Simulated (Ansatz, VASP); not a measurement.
Cd: VASP beside Ansatz

The input INCAR:

```
SYSTEM = Cd
ALGO = Normal
EDIFF = 1E-8
ENCUT = 520
GGA = PS
ISIF = 2
ISMEAR = -1
LASPH = .TRUE.
LCHARG = .FALSE.
LEFG = .TRUE.
LREAL = .FALSE.
LWAVE = .FALSE.
NBANDS = 19
NELM = 60
PREC = Accurate
SIGMA = 0.05
```

File KPOINTS:

```
k-points
0
G
  14 14 7
  0 0 0
```

The input POSCAR:

```
Cd
1.0
    2.9689096494      0.0000000000      0.0000000000
   -1.4844548246      2.5711511778      0.0000000000
    0.0000000000      0.0000000000      5.5988617326
Cd
2
Direct
    0.3333333333      0.6666666667      0.2500000000
    0.6666666667      0.3333333333      0.7500000000
```

Input for Ansatz:

```yaml
crystal:
  lattice:
    - [2.9689096494, 0.0, 0.0]
    - [-1.4844548246, 2.5711511778, 0.0]
    - [0.0, 0.0, 5.5988617326]
  atoms:
    - { symbol: Cd, position: [0.3333333333, 0.6666666667, 0.25] }
    - { symbol: Cd, position: [0.6666666667, 0.3333333333, 0.75] }
kpoints:
  mp_grid: { grid: [14, 14, 7] }
scf:
  occupations: { method: fermi_dirac, width: 0.05 }
hamiltonian:
  xc: pbesol
  pseudopotentials: { kind: paw }
output:
  forces: true
  stress: true
  eigenvalues: true
  efg: { contact_densities: true }
```

Change from the starting cell: volume scaled by 0.99, PAW files.

Alike in both runs: task electric field gradients; functional PBEsol; k mesh 14 × 14 × 7; occupations fermi-dirac, width 0.05 eV; no spin polarisation.

```csv
,VASP,Ansatz
version,VASP 6.6.1,Ansatz 0.2.0
potentials or method,"VASP PAW PBE potentials, release 64 (Cd)","PAW with Ansatz's default frozen-core files, scalar-relativistic"
plane-wave cutoff (eV),520,420
valence electrons in the cell,24,40
```

|  | VASP | Ansatz | Ansatz less VASP |
| --- | --- | --- | --- |
| pressure (GPa) | -0.5 | -0.9 | -0.35 |
| largest component of the traceless stress (GPa) | 0.51 | 0.35 | -0.159 |
| Vzz of the field gradient on the site that differs most (V/Å²) | 83.2 | 76.2 | -7.00 |

The functional is the same, so the differences come from potentials, cutoffs and numerics. The two sets of potentials don't hold the same shells in valence. Ansatz warned: «gradients_without_spin_orbit».

Caveats: the PAW data sets were made with another functional, which shifts forces and pressure a little (VASP).
